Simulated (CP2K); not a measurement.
# CdS (Greenockite) (P6_3mc) in CP2K: notebook, part 2 of 2

CP2K 2026.2.

**3. Band structure, LDA, spin-orbit coupling, no magnetisation**

Input file cds_bands.inp:

```
&GLOBAL
  PROJECT cds_bands
  RUN_TYPE ENERGY_FORCE
  PRINT_LEVEL LOW
&END GLOBAL
&FORCE_EVAL
  METHOD QS
  STRESS_TENSOR ANALYTICAL
  &DFT
    BASIS_SET_FILE_NAME BASIS_MOLOPT_UZH
    POTENTIAL_FILE_NAME GTH_SOC_POTENTIALS
    &MGRID
      CUTOFF 450
      REL_CUTOFF 60
      NGRIDS 4
    &END MGRID
    &QS
      METHOD GPW
      EPS_DEFAULT 1.0E-9
    &END QS
    &KPOINTS
      SCHEME MONKHORST-PACK 7 7 4
      GAMMA_CENTERED T
    &END KPOINTS
    &SCF
      SCF_GUESS ATOMIC
      EPS_SCF 1.0E-6
      MAX_SCF 100
      ADDED_MOS 14
      CHOLESKY OFF
      EPS_EIGVAL 1.0E-7
      &DIAGONALIZATION ON
        ALGORITHM STANDARD
      &END DIAGONALIZATION
      &MIXING ON
        METHOD BROYDEN_MIXING
        ALPHA 0.4
        BETA 1.5
        NBUFFER 8
      &END MIXING
      &SMEAR ON
        METHOD FERMI_DIRAC
        ELECTRONIC_TEMPERATURE [K] 580.226
      &END SMEAR
    &END SCF
    &XC
      &XC_FUNCTIONAL
        &LDA_X
        &END LDA_X
        &LDA_C_PW
        &END LDA_C_PW
      &END XC_FUNCTIONAL
    &END XC
    &PRINT
      &KPOINTS ON
      &END KPOINTS
      &MULLIKEN ON
        &EACH
          QS_SCF 0
          GEO_OPT 0
          CELL_OPT 0
          MD 0
        &END EACH
        ADD_LAST NUMERIC
      &END MULLIKEN
      &MO ON
        ENERGIES T
        OCCUPATION_NUMBERS T
        &EACH
          QS_SCF 0
          GEO_OPT 0
          CELL_OPT 0
          MD 0
        &END EACH
        ADD_LAST NUMERIC
      &END MO
    &END PRINT
  &END DFT
  &PROPERTIES
    &BANDSTRUCTURE ON
      &BANDSTRUCTURE_PATH
        NPOINTS 10
        SPECIAL_POINT GAMMA 0.00000000 0.00000000 0.00000000
        SPECIAL_POINT M 0.50000000 0.00000000 0.00000000
        SPECIAL_POINT K 0.33333333 0.33333333 0.00000000
        SPECIAL_POINT GAMMA 0.00000000 0.00000000 0.00000000
        SPECIAL_POINT A 0.00000000 0.00000000 0.50000000
        SPECIAL_POINT L 0.50000000 0.00000000 0.50000000
        SPECIAL_POINT H 0.33333333 0.33333333 0.50000000
        SPECIAL_POINT A 0.00000000 0.00000000 0.50000000
      &END BANDSTRUCTURE_PATH
      &SOC ON
      &END SOC
    &END BANDSTRUCTURE
  &END PROPERTIES
  &SUBSYS
    &CELL
      A 4.1500000000 0.0000000000 0.0000000000
      B -2.0750000000 3.5940054257 0.0000000000
      C 0.0000000000 0.0000000000 6.7370000000
      PERIODIC XYZ
    &END CELL
    &COORD
      Cd  2.0750000002 1.1980018084 3.3685000000
      Cd  -0.0000000002 2.3960036173 0.0000000000
      S   2.0750000002 1.1980018084 5.8948750000
      S   -0.0000000002 2.3960036173 2.5263750000
    &END COORD
    &KIND Cd
      BASIS_SET TZVP-MOLOPT-PBE-GTH-q12
      POTENTIAL GTH-PADE-q12
    &END KIND
    &KIND S
      BASIS_SET TZVP-MOLOPT-PBE-GTH-q6
      POTENTIAL GTH-PADE-q6
    &END KIND
    &PRINT
      &ATOMIC_COORDINATES ON
      &END ATOMIC_COORDINATES
      &CELL ON
      &END CELL
    &END PRINT
  &END SUBSYS
  &PRINT
    &FORCES ON
    &END FORCES
    &STRESS_TENSOR ON
    &END STRESS_TENSOR
  &END PRINT
&END FORCE_EVAL
```

Potentials or basis: GTH_SOC_POTENTIALS Cd GTH-PADE-q12, S GTH-PADE-q6; TZVP-MOLOPT-PBE-GTH basis.

Run with:

```console
$ OMP_NUM_THREADS=2 cp2k.psmp -i cds_bands.inp -o cds_bands.out
```

cds_bands.out:

```text

 CP2K| version string:                                       CP2K version 2026.2
 CP2K| Input file name                                             cds_bands.inp

 GLOBAL| Force Environment number                                              1
 GLOBAL| Basis set file name                                    BASIS_MOLOPT_UZH
 GLOBAL| Potential file name                                  GTH_SOC_POTENTIALS
 GLOBAL| MM Potential file name                                     MM_POTENTIAL
 GLOBAL| Coordinate file name                                      __STD_INPUT__
 GLOBAL| Method name                                                        CP2K
 GLOBAL| Project name                                                  cds_bands
 GLOBAL| Run type                                                   ENERGY_FORCE
 GLOBAL| FFT library                                                       FFTW3
[... 5 lines left out ...]
 GLOBAL| Global print level                                                  LOW
 GLOBAL| Total number of message passing processes                             1
 GLOBAL| Number of threads for this process                                    2
 GLOBAL| CPU model name                          Intel(R) Xeon(R) Platinum 8488C

 CELL| Volume [angstrom^3]:                                           100.483180
 CELL| Vector a [angstrom]:       4.150     0.000     0.000   |a| =     4.150000
 CELL| Vector b [angstrom]:      -2.075     3.594     0.000   |b| =     4.150000
 CELL| Vector c [angstrom]:       0.000     0.000     6.737   |c| =     6.737000
 CELL| Angle (b,c), alpha [degree]:                                    90.000000
 CELL| Angle (a,c), beta  [degree]:                                    90.000000
[... 724 lines left out ...]
 Number of cells considered in the DFT calculation                           154
 Number of cells for G, χ, W, Σ                                              147
 Number of special k-points for the bandstructure                              8
 Number of k-points for the bandstructure                                    267

 SOC requested, SOC energy window occ (eV):                            no window
 SOC requested, SOC energy window virt (eV):                           no window

 SCF valence band maximum (eV):                                            2.873
 SCF conduction band minimum (eV):                                         3.766
 SCF indirect band gap (eV):                                               0.893
 SCF direct band gap (eV):                                                 0.893

 SCF+SOC valence band maximum (eV):                                        2.890
 SCF+SOC conduction band minimum (eV):                                     3.766
 SCF+SOC indirect band gap (eV):                                           0.876
 SCF+SOC direct band gap (eV):                                             0.876

 ENERGY| Total FORCE_EVAL ( QS ) energy [hartree]           -112.692439144380089

 FORCES| Atomic forces [hartree/bohr]
 FORCES|   Atom     x               y               z               |f|
 FORCES|      1  5.93197178E-09  2.21367816E-09 -1.23155023E-03   1.23155023E-03
 FORCES|      2 -5.60140224E-09 -2.42362882E-09 -1.23156889E-03   1.23156889E-03
 FORCES|      3 -2.65104184E-10  6.89538549E-09  1.23175267E-03   1.23175267E-03
 FORCES|      4 -6.53841050E-11 -6.68545109E-09  1.23169997E-03   1.23169997E-03
 FORCES| Sum     8.12496223E-14 -1.62708288E-14  3.33528668E-07
 FORCES| Total atomic force                                       3.33528668E-07

 STRESS| Analytical stress tensor [bar]
 STRESS|                        x                   y                   z
 STRESS|      x       -2.77292532319E+04  -2.96438329400E-02   4.52761126133E-04
 STRESS|      y       -2.96438329400E-02  -2.77292594040E+04  -4.97433172386E-04
 STRESS|      z        4.52761126133E-04  -4.97433172386E-04  -2.15270954145E+04
 STRESS| 1/3 Trace                                            -2.56618693501E+04
 STRESS| Determinant                                          -1.65524345828E+13

 STRESS| Eigenvectors and eigenvalues of the analytical stress tensor [bar]
 STRESS|                        1                   2                   3
 STRESS| Eigenvalues  -2.77292861220E+04  -2.77292265139E+04  -2.15270954145E+04
 STRESS|      x           0.669497732774      0.742814099092      0.000000073001
 STRESS|      y           0.742814099092     -0.669497732774     -0.000000080204
 STRESS|      z           0.000000010702     -0.000000107922      1.000000000000
```

bandstructure_SCF_and_G0W0_plus_SOC:

```text
 
  kpoint:       1             coordinate:     0.0000    0.0000    0.0000
 
    n           k    ϵ_nk^DFT+SOC (eV)
    1 (occ)     1          -9.458
    2 (occ)     1          -9.458
    3 (occ)     1          -9.015
    4 (occ)     1          -9.015
    5 (occ)     1          -5.148
    6 (occ)     1          -5.148
[... 28 lines left out ...]
   35 (occ)     1           2.890
   36 (occ)     1           2.890
   37 (vir)     1           3.766
   38 (vir)     1           3.766
   39 (vir)     1           5.421
   40 (vir)     1           5.421
   41 (vir)     1           8.994
   42 (vir)     1           8.994
[... 1616 lines left out ...]
  203 (vir)     8         243.017
  204 (vir)     8         243.326
 
  kpoint:       9             coordinate:     0.4000    0.0000    0.0000
 
    n           k    ϵ_nk^DFT+SOC (eV)
    1 (occ)     9          -9.083
    2 (occ)     9          -9.082
    3 (occ)     9          -8.898
    4 (occ)     9          -8.894
    5 (occ)     9          -5.119
    6 (occ)     9          -5.091
[... 28 lines left out ...]
   35 (occ)     9           2.184
   36 (occ)     9           2.195
   37 (vir)     9           6.257
   38 (vir)     9           6.277
   39 (vir)     9           6.595
   40 (vir)     9           6.600
   41 (vir)     9           7.939
   42 (vir)     9           7.940
[... 58 lines left out ...]
  101 (vir)     9          32.249
  102 (vir)     9          32.273
```

Wall time 72 s (2 threads of Intel Xeon Platinum 8488C (Sapphire Rapids), shared host); peak memory 0.78 GiB.

What came out:

```yaml
Free_energy: -3066.5172 eV
Pressure: -2.6 GPa
Largest_force: 0.063 eV/Å
Band_gap_along_the_path: 0.88 eV, direct
Mulliken_charges: Cd +0.62; S -0.62 e
```

Forces on the atoms (eV/Å):
```
Cd   0.000  0.000 -0.063
Cd   0.000  0.000 -0.063
S    0.000  0.000  0.063
S    0.000  0.000  0.063
```

Stress tensor (GPa, compression positive):
```
-2.77  0.00  0.00
 0.00 -2.77  0.00
 0.00  0.00 -2.15
```

Caveat: Mulliken charges move with the basis; the basis of atomic orbitals isn't converged, which shifts pressures, moduli and gaps.

**4. Comparison with measurements**

Step 2. A measured gap of CdS is 2.5809 eV (quoted in “Isotope dependence of band-gap energy”, 2008, arxiv:0807.2152); the calculated 0.89 eV misses it by -1.69 eV. So large a miss can be the level of theory's own, or it may mean another phase, state or a wrong row. Spin-orbit coupling on Cd is left out. The value is that of LDA in an atomic basis (GTH_POTENTIALS Cd GTH-PADE-q12, S GTH-PADE-q6; TZVP-MOLOPT-PBE-GTH basis), whose error adds to the functional's,, without temperature or zero-point motion. Semilocal functionals fall short of measured gaps as a rule.

Step 3. A measured gap of CdS is 2.5809 eV (quoted in “Isotope dependence of band-gap energy”, 2008, arxiv:0807.2152); the calculated 0.88 eV misses it by -1.70 eV. So large a miss can be the level of theory's own, or it may mean another phase, state or a wrong row. The value is that of LDA in an atomic basis (GTH_SOC_POTENTIALS Cd GTH-PADE-q12, S GTH-PADE-q6; TZVP-MOLOPT-PBE-GTH basis), whose error adds to the functional's,, without temperature or zero-point motion. Semilocal functionals fall short of measured gaps as a rule.
